Energy over the lowest form

The energy over the lowest form listed is the energy per atom of a relaxed carbon structure less that of the lowest structure in the table. Cell and atoms were relaxed with the PBE functional, without a dispersion correction and without vibrations. A relaxation keeps the symmetry of its start, so a high-lying row may be a saddle point and not a stable solid.

Carbon structures computed with Ansatz 0.2.0 using the PBE functional without a dispersion correction, scalar-relativistic PAW and plane waves up to 420 eV. Cell and atoms were relaxed with the symmetry of the start kept, and energies are per atom relative to the lowest structure listed.

```
space group number       found from  atoms in cell  volume per atom (Å³)  closest atoms (Å)  energy over the lowest form listed (meV/atom)
                69    database cell              2                 11.32              1.420                                              0
               166    database cell              4                 11.31              1.420                                              1
               166    database cell              8                 11.78              1.420                                              1
               166    database cell              2                 11.10              1.420                                              1
               194    database cell              4                 11.23              1.420                                              1
               194  swapped species              8                 11.16              1.420                                              1
               164    database cell              4                 31.76              1.420                                              2
               166    database cell              4                 14.40              1.420                                              2
               191    database cell              2                 22.44              1.420                                              2
               194    database cell             12                 12.73              1.420                                              2
                12  swapped species              2                 11.23              1.420                                              3
               227    database cell              2                  5.69              1.550                                            137
               194    database cell             16                  5.70              1.540                                            141
               166    decorated net              6                  5.70              1.540                                            151
               194    database cell              4                  5.71              1.540                                            161
                63    decorated net              6                  6.17              1.530                                            359
               194    decorated net              6                  7.25              1.500                                            417
                65    decorated net              4                  6.62              1.350                                            436
               140    decorated net              8                  6.40              1.500                                            440
                74    decorated net              4                  6.61              1.500                                            498
               123    decorated net              4                 13.16              1.370                                            513
               229    decorated net              6                  7.01              1.550                                            520
                63    decorated net              8                  6.65              1.500                                            548
```

The eleven rows with closest atoms at 1.420 Å are honeycomb sheets, the building blocks of graphite, in various stackings and spacings. They lie within 3 meV per atom of each other, which is inside the numerical accuracy of about 4 meV for metallic cells. Their order therefore has no meaning, and the first row is not an established ground state. The real contest is between the sheets as a group and diamond, the row with space group 227, which lies 137 meV higher.

Fewer bonds, but stronger ones

An atom in a sheet has three neighbours and an atom in diamond has four. Since each bond is shared by two atoms, this makes 1.5 bonds per atom in a sheet and 2 in diamond. The two forms would tie if a diamond bond had exactly

1.5 / 2 = 0.75

of the strength of a sheet bond. Sheet bonds are the stronger ones because each consists of a sigma bond and a share of the pi bonding spread over the sheet; they are also shorter, 1.420 Å against 1.550 Å.

How close the contest is follows from the cohesive energy, roughly 7.4 eV per atom as a recalled value. Shared out over the bonds, it gives a strength ratio of about 0.74, just short of the tie. The 137 meV are thus about 2 percent of the cohesion, a small remainder of two large sums. This is bookkeeping and not a test of the bonding picture, but it shows how little it takes to shift the balance.

Counting bonds works only where the bonds can point in their preferred directions. The row with space group 229 has the same closest distance as diamond, yet lies 383 meV above it. Its symmetry and density fit a net in which each atom again has four neighbours but belongs to square rings. Such bonds are bent and weakened, although their length hardly shows it.

Why the large gap is not a safe one

Experiment also puts graphite below diamond at ordinary pressure, but by only about 20 meV per atom, a rough recalled value. The calculation gets the order right and overstates the gap by more than 100 meV. An error of that size is nearly as large as the gap itself, so PBE alone could not settle the order. Zero-point motion does not explain the excess: it is somewhat larger in diamond, which lacks the soft out-of-plane motions of the sheets, and would widen the calculated gap.

The weak binding between the layers is an obvious suspect, and the table shows how little of it PBE gives. The lowest row has its sheets about 4.3 Å apart; the two-atom cell with space group 191 has them about 8.5 Å apart and lies only 2 meV higher, a difference within the numerical accuracy. In real graphite the layers are held by roughly 50 meV per atom, mostly through dispersion. Giving this attraction to the sheets alone would lower them and stretch the gap to about 190 meV, away from experiment.

The error therefore more likely lies in the comparison of the two kinds of bonding. Semilocal functionals such as PBE tend to place compact, saturated carbon too high. One reason often given is that they miss part of the attraction between atoms that are near each other but not bonded. Diamond has more such neighbours close by than a sheet has. This cause is argued and not shown here; the table has no second functional to test it.

A smaller gap that deserves more trust

Three other rows have the density of diamond and closest atoms at 1.540 Å. Symmetry and atom count identify them as other stackings of diamond's puckered layers, with hexagonal diamond the highest at 161 meV. Across a link between two layers, the remaining bonds of the two atoms are either staggered, as in cubic diamond, or eclipsed, as in hexagonal diamond. Eclipsed bonds cost energy, as they do in ethane.

If each eclipsed link costs the same, the energy E of a stacking is

E = 137 meV + h × 24 meV,

where h is the share of eclipsed links and 24 meV is the difference between hexagonal and cubic diamond. Those two rows set the line, and the other two can be held against it. The six-atom cell has three layers, two alike and one turned, so two links in three are eclipsed. The line gives 153 meV and the calculation 151 meV.

The sixteen-atom cell is a weaker test, because its symmetry allows a share of either 1/4 or 3/4 and the energy has to choose. A quarter fits, with 143 meV predicted and 141 meV computed. The printed output after this text gives both options.

These stackings have the same number of neighbours and almost the same density, so whatever PBE gets wrong about saturated carbon should largely cancel between them. On this argument the 24 meV between hexagonal and cubic diamond are safer than the 137 meV between diamond and the sheets. The 4 meV between cubic diamond and the sixteen-atom cell are too thin to stand alone, though they follow the trend.

What would reverse the order

Pressure favours the denser form. At pressure p the quantity to compare is E + pV, with V the volume per atom, and two forms tie at

p = (difference in energy) / (difference in volume).

For diamond and the lowest row the volumes differ by 11.32 − 5.69 = 5.63 Å³. Then 0.137 eV / 5.63 Å³ = 0.024 eV/Å³, and since 1 eV/Å³ is about 160 GPa, the tie comes near 4 GPa.

Both inputs carry the faults described above. With a realistic layer spacing of roughly 3.4 Å the sheets take up only about 9 Å³ per atom, and the estimate rises to about 7 GPa. With the rough measured gap as well, it falls to about 1 GPa. Layers that shrink under load pay a smaller pV cost than assumed here, which pushes each estimate up. Above the tie diamond is favoured, but the sheets must buckle and give up pi bonding before the new links between them are fully formed, so pressure alone does not ensure a useful rate.

Among the diamond stackings the volumes are nearly equal, and pressure has little to work on. For a ranking like this one, first ask whether two forms are bonded in the same way, and only then how large their gap is. If the bonding differs, weigh the gap against the error of the functional and not against the numerical accuracy; if the densities differ too, divide the gap by the volume difference to see what pressure could overturn it.

The analysis program printed:

```
Number of honeycomb-sheet rows: 11
Highest honeycomb-sheet row (meV/atom): 3
Layer spacing in the lowest row (A): 4.299
Layer spacing in the single-sheet cell, group 191 (A): 8.522
Energy of the single-sheet cell over the lowest row (meV/atom): 2
Diamond gap as share of rough cohesion (percent): 1.851
Strength of a diamond bond over a sheet bond, break-even 0.75: 0.7361
PBE gap less rough measured gap (meV/atom): 117
Gap if only the layers gained the rough missing binding (meV/atom): 187
Hexagonal less cubic diamond (meV/atom): 24
Cost of one eclipsed link in hexagonal diamond (meV): 48
Predicted three-layer stacking, share 2/3 (meV/atom): 153
Prediction less computed, three-layer stacking (meV/atom): 2
Predicted eight-layer stacking, share 1/4 (meV/atom): 143
Predicted eight-layer stacking, share 3/4 (meV/atom): 155
Prediction less computed, eight-layer stacking, share 1/4 (meV/atom): 2
Crossing pressure, table gap and table volumes (GPa): 3.899
Layer volume at the rough real spacing (A^3/atom): 8.953
Crossing pressure, table gap and rough real layer volume (GPa): 6.727
Crossing pressure, rough measured gap and rough real layer volume (GPa): 0.982
Group 229 row less diamond, same closest distance (meV/atom): 383
```
